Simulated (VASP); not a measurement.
The system is Te.

```
Te
1.0
     4.45400    0.00000    0.00000
    -2.22700    3.85728    0.00000
     0.00000    0.00000    5.92400
Te
3
Direct
  0.26900 0.00000 0.33333
  0.00000 0.26900 0.66667
  0.73100 0.73100 0.00000
```

- Program: VASP 6.6.1
- Task: relaxation of cell and atoms
- Functional: rev-vdW-DF2
- Potentials or basis: VASP PAW PBE potentials, release 64 (Te)
- Cutoff: 600 eV
- k mesh: 9 × 9 × 6
- Occupations: gaussian, width 0.03 eV
- Spin: no spin polarisation

At the start: pressure 0.7 GPa; volume 33.93 Å³/atom.

Problem. How do energy, volume and symmetry change on relaxing?

Solution. Over 9 steps the energy falls by 5.5 meV/atom and the volume is 33.51 Å³/atom (-1.2 %); space group P3_121 (No. 152, to 0.05 Å).

The path:
```tsv
step	energy change (eV)	largest force (eV/Å)	pressure (GPa)	volume (Å³)
1	0.0000	0.2283	0.75	101.78
2	-0.0056	0.0422	-0.71	104.12
3	-0.0071	0.0971	-0.27	103.37
4	-0.0097	0.0847	-0.22	102.88
5	-0.0151	0.0488	-0.04	101.41
6	-0.0127	0.0162	0.51	98.49
7	-0.0163	0.0248	0.15	100.33
8	-0.0160	0.0268	-0.29	100.90
9	-0.0165	0.0057	-0.01	100.53
```

Final structure:
```cif
data_structure
_symmetry_space_group_name_H-M 'P 1'
_symmetry_Int_Tables_number 1
_cell_length_a 4.3952
_cell_length_b 4.3952
_cell_length_c 6.0094
_cell_angle_alpha 90.000
_cell_angle_beta 90.000
_cell_angle_gamma 120.000
_cell_volume 100.53
loop_
_atom_site_label
_atom_site_type_symbol
_atom_site_fract_x
_atom_site_fract_y
_atom_site_fract_z
_atom_site_occupancy
Te1 Te 0.27932 0.00000 0.33333 1
Te2 Te 0.00000 0.27932 0.66667 1
Te3 Te 0.72068 0.72068 0.00000 1
```

Caveat: the PAW data sets were made with another functional, which shifts forces and pressure a little.
